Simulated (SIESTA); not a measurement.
Crystal: Ni.

```xyz
2
Lattice="2.4480 0.0000 0.0000 -1.2240 2.1201 0.0000 0.0000 0.0000 4.0728" Properties=species:S:1:pos:R:3 pbc="T T T"
Ni    1.2240    0.7067    3.0546
Ni    0.0000    1.4134    1.0182
```

This isn't the form of Ni at room conditions, which is fcc.

Alike in all runs: program SIESTA 5.4.2; functional PBE; potentials or basis PseudoDojo 0.4 standard (PBE files); basis DZP (energy shift 0.003 Ry; two zetas on semicore shells); grid cutoff 800 Ry; energy shift 0.003 Ry; k mesh 12 × 12 × 7; occupations fermi-dirac, width 0.05 eV.

Starts and where they ended:

| start | free energy over the lowest (meV/atom) | net moment (μB) | site or absolute moments (μB) | gap |
| --- | --- | --- | --- | --- |
| collinear spin, ferromagnetic start of up to 1 μB; fixed moment 0 | 43.7 | 0.00 | - | - |
| collinear spin, ferromagnetic start of up to 1 μB; fixed moment 1 | 0.0 | 1.00 | Ni +0.50 | - |
| collinear spin, ferromagnetic start of up to 1 μB; fixed moment 2 | 76.9 | 2.00 | Ni +1.00 | - |

All polarised runs hold their moment fixed, so the table maps the energy against it. A still lower state may exist.

Caveats: the basis of atomic orbitals isn't converged, which shifts pressures, moduli and gaps; the total moment is fixed, so each spin has its own Fermi level; the moment is held away from its start (some runs).
